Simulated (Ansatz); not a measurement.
Cd: course of a relaxation

Level of theory: DFT PBEsol, scalar-relativistic, plane waves, PAW (Ansatz 0.2.0). Run with 420 eV cutoff, 18×18×8 k-mesh, Gaussian smearing of 0.10 eV, no spin polarisation.

What was changed in Ag: Ag → Cd on all its sites, cell and atoms relaxed.

Command:

```bash
ansatz run input.yaml --threads 1 --pin off --max-ram 2560MiB --backend cpu --events-out ev --progress --plain --runs-dir out
```

Input:

```yaml
crystal:
  lattice:
    - [2.9532434216, 0.0, 0.0]
    - [-1.4766217108, 2.5575838267, 0.0]
    - [0.0, 0.0, 5.5660248857]
  atoms:
    - { symbol: Cd, position: [0.3333333333, 0.6666666667, 0.25] }
    - { symbol: Cd, position: [0.6666666667, 0.3333333333, 0.75] }
basis:
  ecutwfc: 420
kpoints:
  mp_grid: { grid: [18, 18, 8] }
hamiltonian:
  xc: pbesol
scf:
  occupations: { method: gaussian, width: 0.1 }
output:
  forces: true
  stress: true
  eigenvalues: true
relax:
  adjacent_minimum: "off"
  f_tol: 0.01
  max_steps: 60
  cell: { stress_tol: 0.1 }
```

F is the free energy. Steps run on the plane waves of an earlier cell, but the last one, and at times one on the way, on a freshly chosen basis, so a repeated geometry can differ a little in energy.

Steps:

| step | F − F(1) (eV) | largest force component (eV/Å) | V (Å³/atom) | P (GPa) |
| --- | --- | --- | --- | --- |
| 1 | 0.0000 | 0.000 | 21.021 | -0.06 |
| 2 | -0.0001 | 0.000 | 21.002 | 0.02 |
| 3 | -0.0002 | 0.000 | 21.050 | 0.08 |
| 4 | -0.0002 | 0.000 | 21.053 | 0.00 |
| 5 | -0.0002 | 0.000 | 21.053 | 0.00 |

Relaxed structure:

```yaml
crystal:
  lattice:
    - [2.94493, 0.00000, 0.00000]
    - [-1.47247, 2.55038, 0.00000]
    - [0.00000, 0.00000, 5.60625]
  atoms:
    - { symbol: Cd, position: [0.33333, 0.66667, 0.25000] }
    - { symbol: Cd, position: [0.66667, 0.33333, 0.75000] }
```

Symmetry: P6_3/mmc, No. 194, hexagonal system. Conventional cell: a = 2.945 Å, b = 2.945 Å, c = 5.606 Å, α = 90.00°, β = 90.00°, γ = 120.00°. Around Cd (site symmetry -6m2) lie 12 Cd at 2.94 to 3.28 Å.

The run converged. It took 41 s on 1 thread of Arm Neoverse V1, with other jobs on the host, peak memory 0.41 GiB.